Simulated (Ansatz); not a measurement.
# CuO (P6_3/mmc) in Ansatz: settings compared, part 2 of 2

Ansatz 0.2.0. Earlier steps stand in the parts before.

## (3) Relaxation of cell and atoms, PBEsol

Input file input.yaml:

```yaml
crystal:
  lattice:
    - [3.1795331, 0.0, 0.0]
    - [-1.58976655, 2.75355644, 0.0]
    - [0.0, 0.0, 4.43149073]
  atoms:
    - { symbol: Cu, position: [0.0, 0.0, 0.0] }
    - { symbol: Cu, position: [0.0, 0.0, 0.5] }
    - { symbol: O, position: [0.3333333333, 0.6666666667, 0.25] }
    - { symbol: O, position: [0.6666666667, 0.3333333333, 0.75] }
kpoints:
  mp_grid: { grid: [8, 8, 5] }
scf:
  occupations: { method: fermi_dirac, width: 0.05 }
hamiltonian:
  xc: pbesol
  pseudopotentials: { kind: all_electron, lapw: { basis_error: 0.002 } }
output:
  forces: true
  stress: true
relax:
  f_tol: 0.005
  max_steps: 60
  cell: {}
```

Potentials or basis: all-electron LAPW, scalar-relativistic.

Started as:

```sh
$ ansatz run input.yaml --threads 2 --pin off --max-ram 6144MiB --backend cpu --events-out ev --progress --plain --runs-dir out
```

Log:

```text
Warning: RAYON_NUM_THREADS=2 ignored (pool sized by the plan → 2); use --threads N
The last accepted step is kept in <dir> (removed where the run ends without a failure and the disk answers)
LAPW: plane waves up to 10.358 Å⁻¹, error target 2.0e-3 eV per atom; small_component_spin mean_spin; O in spheres of 1.005 Å, 8 of its electrons in bands, Dirac shells []; Cu in spheres of 1.075 Å, 19 of its electrons in bands, Dirac shells [] (how accurate: hamiltonian.pseudopotentials.lapw.basis_error, Limitations)
Engine: ansatz 0.2.0, aarch64-unknown-linux-gnu
Pseudopotentials: kind: all_electron
Pseudopotential: Cu, LAPW, valence charge 19, lapw/all_electron/scalar/gaussian/Cu, Koelling and Harmon's equation, gaussian nucleus
Pseudopotential: O, LAPW, valence charge 8, lapw/all_electron/scalar/gaussian/O, Koelling and Harmon's equation, gaussian nucleus
Functional definition: PBEsol
  exchange = pbesol_x
  correlation = pbesol_c
Crystal: 4 atoms, lattice volume = 38.798 Å³
Basis set: ecut = 408.7386655679425 eV, 723 PW (Γ), exchange–correlation at level 2
Bands: 33, of which v1, the nominal top of the filled ones, is band 27 counted from 1 (26 counted from 0)
Symmetry: 24 space group operations
Space group: P63/mmc (ITA 194), of the structure as read, at distance tolerance 3.4e-5 Å
k-points: 30 of 320
Non-local potential: Cu, projectors of the file, none
Non-local potential: O, projectors of the file, none
Initial density: superposition of atomic densities (chi_scale 0.1, normalization cell, long waves kept (reshape's long-wave potential 0.00 eV rms))
Initial wavefunctions: plane waves of lowest kinetic energy (no species holds an atomic orbital)
Functional: x = pbesol(κ = 0.804, μ = 0.12345679012345678), c = pbesol(β = 0.046)
[... 108 lines left out ...]
SCF converged after 2 iterations
Free energy (F): -94075.899752 eV
Harris-Foulkes:  -94075.899752 eV  (|F-HF|=4.34e-8)
Internal energy: -94075.869075 eV  (E = F + TS)
E sigma→0 (E₀):  -94075.884413 eV
Entropy (-TS):   -0.030677 eV (-7.669 meV/atom)
Fermi energy:    13.573520 eV
--- Per-component energies (eV) ---
  E_band       = -2740.642621
  E_kinetic    = 95603.789089
  E_xc         = -4056.420991
  E_electrostatic = -185623.237172  (all electrons and nuclei)
  E_smearing   = -0.030677  (= −TS)
  E_closure    = 0.000000  (closes the sum)
  E_atoms      = -94055.158867  (free atoms, spherical and without spin; not in F)
  Σ components = -94075.899752   (vs F -94075.899752, Δ=0.00e0)
  Basis errors (estimates in eV, not in F): energy 4.8e-4 per atom: plane waves 3.8e-4 (2.1e-4 summed), levels above the bands 5.9e-93, relativity 3.1e-8, radial functions 9.0e-5, core shells 1.1e-8; eigenvalues (radial functions only) 1.2e-6; not estimated: angular momenta, meshes, grids; target (lapw.basis_error) 2.0e-3; muffin-tin radii O 0.988 Å, Cu 1.057 Å
--- Forces (eV/Å), atoms counted from 1 ---
  atom   1  Cu    -0.00000000     0.00000000     0.00000000
  atom   2  Cu    -0.00000000    -0.00000000     0.00000000
  atom   3  O      0.00000000    -0.00000000     0.00000000
  atom   4  O     -0.00000000     0.00000000    -0.00000000
  max |Σ_I F_I| component: 9.25e-18 eV/Å
--- Stress (GPa, compression-positive) ---
       -0.001157       0.000000      -0.000000
       -0.000000      -0.001157       0.000000
       -0.000000       0.000000       0.002420
  P = ⅓ Tr σ = 0.0000 GPa (0.000 kbar)
--- Relaxed structure (7 steps of the walk, 7 accepted, 2 SCFs on fresh bases) ---
  F+E_penalty+E_count = -94075.89975193 eV   max|allowed force component| = 2.313e-17 eV/Å   (the final SCF, on the basis selected at the relaxed cell)
  cell:  # Å, volume = 36.8917 Å³
    - [2.9110429659460704, 9.044226871221741e-33, 2.261056717805436e-34]
    - [-1.4555214829730352, 2.521037160017295, -6.08359677031526e-35]
    - [3.151359512215355e-34, 8.403625365907613e-35, 5.026904461120735]
  atoms:
    - { symbol: Cu, position: [1.464929958629613e-33, 3.0850669060261357e-36, 6.066304496231039e-35] }
    - { symbol: Cu, position: [1.4832496275548642e-33, -8.071263602851004e-36, 0.5] }
    - { symbol: O, position: [0.33333333333333337, 0.6666666666666667, 0.25] }
    - { symbol: O, position: [0.6666666666666667, 0.33333333333333337, 0.75] }
```

It took 56 s on 2 threads of Arm Neoverse V1, shared host; peak memory 0.41 GiB.

What came out:

```yaml
Free_energy: -94075.8998 eV
Relaxed_volume: 9.22 Å³/atom
Relaxed_cell: a = 2.911 Å, b = 2.911 Å, c = 5.027 Å, α = 90.00°, β = 90.00°, γ = 120.00°
Space_group_after_relaxing_to_0.05_Å: P6_3/mmc (No. 194)
Energy_gained_by_relaxing: 181.6 meV/atom
Ionic_steps: 9
Pressure_after_relaxing: 0.0 GPa
```

The path:
| step | energy change (eV) | largest force (eV/Å) | volume (Å³) |
| --- | --- | --- | --- |
| 1 | 0.0000 | 0.0000 | 38.80 |
| 2 | -0.4603 | 0.0000 | 37.69 |
| 3 | -0.6835 | 0.0000 | 36.67 |
| 4 | -0.7159 | 0.0000 | 37.64 |
| 5 | -0.7247 | 0.0000 | 36.84 |
| 6 | -0.7248 | 0.0000 | 36.90 |
| 7 | -0.7264 | 0.0000 | 36.90 |
| 8 | -0.7264 | 0.0000 | 36.89 |
| 9 | -0.7264 | 0.0000 | 36.89 |

Final structure:
```
CELL_PARAMETERS angstrom
2.91104 0.00000 0.00000
-1.45552 2.52104 0.00000
0.00000 0.00000 5.02690
ATOMIC_POSITIONS crystal
Cu 0.00000 0.00000 0.00000
Cu 0.00000 0.00000 0.50000
O 0.33333 0.66667 0.25000
O 0.66667 0.33333 0.75000
```

Caveat: the k mesh is thin for a metal, which can move the energy by tens of meV per atom; the run has no spin polarisation, though such a crystal can be magnetic.

## (4) Relaxation of cell and atoms, LDA

input.yaml, as its differences from that of step 3:

```diff
@@ -15,3 +15,3 @@
 hamiltonian:
-  xc: pbesol
+  xc: lda
   pseudopotentials: { kind: all_electron, lapw: { basis_error: 0.002 } }
```

Started as:

```sh
$ ansatz run input.yaml --threads 2 --pin off --max-ram 6144MiB --backend cpu --events-out ev --progress --plain --runs-dir out
```

It took 53 s on 2 threads of Arm Neoverse V1, shared host; peak memory 0.41 GiB.

Results (log left out):

- Free energy: -93998.9507 eV
- Relaxed volume: 8.89 Å³/atom
- Relaxed cell: a = 2.877 Å, b = 2.877 Å, c = 4.960 Å, α = 90.00°, β = 90.00°, γ = 120.00°
- Space group after relaxing (to 0.05 Å): P6_3/mmc (No. 194)
- Energy gained by relaxing: 198.1 meV/atom
- Ionic steps: 9
- Pressure after relaxing: 0.0 GPa

The path:
| step | energy change (eV) | largest force (eV/Å) | volume (Å³) |
| --- | --- | --- | --- |
| 1 | 0.0000 | 0.0000 | 38.80 |
| 2 | -0.5251 | 0.0000 | 36.96 |
| 3 | -0.7662 | 0.0000 | 35.14 |
| 4 | -0.7887 | 0.0000 | 35.90 |
| 5 | -0.7907 | 0.0000 | 35.56 |
| 6 | -0.7908 | 0.0000 | 35.57 |
| 7 | -0.7924 | 0.0000 | 35.57 |
| 8 | -0.7924 | 0.0000 | 35.56 |
| 9 | -0.7924 | 0.0000 | 35.56 |

Final structure:
```
Cu O
1.0
     2.87735    0.00000    0.00000
    -1.43868    2.49186    0.00000
     0.00000    0.00000    4.96021
Cu O
2 2
Direct
  0.00000 0.00000 0.00000
  0.00000 0.00000 0.50000
  0.33333 0.66667 0.25000
  0.66667 0.33333 0.75000
```

Caveat: the k mesh is thin for a metal, which can move the energy by tens of meV per atom; the run has no spin polarisation, though such a crystal can be magnetic.

## (5) Overview

```csv
level,pressure (GPa),relaxed volume (Å³/atom)
PBE,0.0,9.69
PBEsol,0.0,9.22
LDA,0.0,8.89
```

Alike in all rows: task relaxation of cell and atoms; potentials or basis all-electron LAPW, scalar-relativistic; no spin polarisation; cell relaxed; k mesh 8 × 8 × 5; smearing fermi-dirac 0.05 eV; basis error allowed 0.002 eV/atom.

Caveats: the k mesh is thin for a metal, which can move the energy by tens of meV per atom; the run has no spin polarisation, though such a crystal can be magnetic.

Compare energies only between runs with the same functional and basis.
